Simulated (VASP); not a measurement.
# SiC: relaxation of cell and atoms with PBE

Crystal: SiC.

```xyz
8
Lattice="3.0757 0.0000 0.0000 -1.5378 2.6636 0.0000 0.0000 0.0000 10.0706" Properties=species:S:1:pos:R:3 pbc="T T T"
Si    1.5378    0.8879    9.4447
Si    0.0000    1.7758    4.4094
Si    0.0000    0.0000    6.9275
Si    0.0000    0.0000    1.8922
C     1.5378    0.8879    7.5510
C     0.0000    1.7758    2.5157
C     0.0000    0.0000    5.0400
C     0.0000    0.0000    0.0046
```

The cell is a database's computed one.

| Item | Value |
| --- | --- |
| Program | VASP 6.6.1 |
| Task | relaxation of cell and atoms |
| Functional | PBE |
| Potentials or basis | VASP PAW PBE potentials, release 64 (Si, C) |
| Cutoff | 600 eV |
| k mesh | 12 × 12 × 3 |
| Occupations | gaussian, width 0.03 eV |
| Spin | no spin polarisation |
| Further INCAR settings | ALGO = Normal; EDIFF = 1e-06; IBRION = 2; EDIFFG = -0.01; NSW = 90; ISIF = 3 |

The relaxed volume is 10.49 Å³/atom. The relaxed cell is a = 3.093 Å, b = 3.093 Å, c = 10.126 Å, α = 90.00°, β = 90.00°, γ = 120.00°. The space group after relaxing (to 0.05 Å) is P6_3mc (No. 186), the energy gained by relaxing is 2.0 meV/atom and the ionic steps are 3. The pressure after relaxing is 0.0 GPa, the largest force after relaxing is 0.006 eV/Å and the band gap on the k mesh is 2.22 eV, indirect (least direct gap 3.34 eV).

Forces on the atoms (eV/Å):
```
Si   0.000  0.000  0.006
Si   0.000  0.000  0.006
Si   0.000  0.000  0.000
Si   0.000  0.000  0.000
C    0.000  0.000 -0.003
C    0.000  0.000 -0.003
C    0.000  0.000 -0.003
C    0.000  0.000 -0.003
```

Step by step:
```tsv
step	energy change (eV)	largest force (eV/Å)	pressure (GPa)	volume (Å³)
1	0.0000	0.0055	3.72	82.50
2	0.0009	0.0173	-3.60	85.40
3	-0.0161	0.0065	0.00	83.91
```

Final structure:
```
Si C
1.0
     3.09331    0.00000    0.00000
    -1.54666    2.67889    0.00000
     0.00000    0.00000   10.12634
Si C
4 4
Direct
  0.66667 0.33333 0.93783
  0.33333 0.66667 0.43783
  0.00000 0.00000 0.68790
  0.00000 0.00000 0.18790
  0.66667 0.33333 0.74982
  0.33333 0.66667 0.24982
  0.00000 0.00000 0.50045
  0.00000 0.00000 0.00045
```

Levels at points of the mesh, in eV from the valence-band top:
| k point | band 12 | band 13 | band 14 | band 15 | band 16 | band 17 | band 18 | band 19 | band 20 | band 21 |
| --- | --- | --- | --- | --- | --- | --- | --- | --- | --- | --- |
| (0.00, 0.00, 0.00) | -0.58 | -0.58 | -0.05 | 0.00 | 0.00 | 4.97 | 5.55 | 6.13 | 6.19 | 6.89 |
| (0.50, 0.00, 0.00) | -2.37 | -2.34 | -2.20 | -1.57 | -1.12 | 2.22 | 2.34 | 4.18 | 4.66 | 5.24 |

Wall time 2.1 min on 2 MPI ranks on Intel(R) Xeon(R) Platinum 8175M CPU @ 2.50GHz (Skylake/Cascade Lake), with other jobs on the host, peak memory 0.26 GiB a rank.

Caveat: an odd mesh through Γ misses points on the zone boundary, where band edges often lie.
